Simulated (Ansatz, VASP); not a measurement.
# One calculation of CdTe, two programs

```
CELL_PARAMETERS angstrom
0.00000 2.71027 2.71027
2.71027 0.00000 2.71027
2.71027 2.71027 0.00000
ATOMIC_POSITIONS crystal
Cd 0.00000 0.00000 0.00000
Te 0.25000 0.25000 0.25000
```

Change from the starting cell: volume scaled by 0.55, crystal datasets.

Alike in both runs: task single point; functional PBE; k mesh 11 × 11 × 11; occupations fermi-dirac, width 0.08 eV; no spin polarisation.

|  | VASP | Ansatz |
| --- | --- | --- |
| version | VASP 6.6.1 | Ansatz 0.2.0 |
| potentials or method | VASP PAW PBE potentials, release 64 (Cd, Te), cutoff 520 eV | all-electron PAW with datasets made for the crystal, scalar-relativistic |

|  | VASP | Ansatz | Ansatz less VASP |
| --- | --- | --- | --- |
| pressure (GPa) | 88.6 | 87.8 | -0.80 |

Ansatz ran all-electron here, so the differences hold the error of VASP's frozen core and of both bases.

Caveats: the cell as given lies far from equilibrium; so large a pressure means that the cell lies far from this level's equilibrium, or that cutoff or potentials fall short (VASP). A k mesh can miss the band edges.
